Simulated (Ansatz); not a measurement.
Tetradymite Sb₂Te₃, treated with PBE (PAW; Ansatz, an electronic-structure program).

Numerical settings: plane-wave cutoff 520 eV, 10×10×10 k mesh, Fermi–Dirac smearing 0.01 eV, scalar-relativistic PAW data made under PBE.

Energies at three volumes about the minimum:

| V (Å³/atom) | E − E_lowest (meV/atom) |
|---|---|
| 33.457 | 0.72 |
| 34.140 | 0.00 |
| 34.822 | 0.45 |

Question: Fit a parabola by hand: where is the minimum, and what is the bulk modulus?

Answer: Slopes: (0.00 − 0.72)/(34.140 − 33.457) = -1.054 and (0.45 − 0.00)/(34.822 − 34.140) = 0.660 meV/Å³. Curvature E″ = 2 × (0.660 − (-1.054))/(34.822 − 33.457) = 2.511 meV/Å⁶. From the middle of the first interval, the slope vanishes at V0 = 33.7985 − (-1.054)/2.511 = 34.218 Å³/atom. B = V0 E″ = 34.218 × 2.511 meV/Å³ × 0.1602 GPa per meV/Å³ = 13.8 GPa. The full Birch–Murnaghan fit to all volumes gives V0 = 34.156 Å³/atom and B0 = 13.6 GPa.

Shape and atoms are relaxed at each volume.

Measured, for comparison: bulk modulus 36.1 ± 0.9 GPa (temperature not stated, not corrected to a static lattice; as tabulated in Sans et al. (2019), arXiv:1907.08317). Computed (rounded) less measured: bulk modulus -62 %.

Note: for a layered or molecular solid the relaxed cell lies over 5 % above the published volume, where the minimum can be shallow; the cell comes from a level without a dispersion term, which matters for the spacing of layers, chains or molecules; the bulk modulus comes from volumes at which shape and atoms were relaxed.
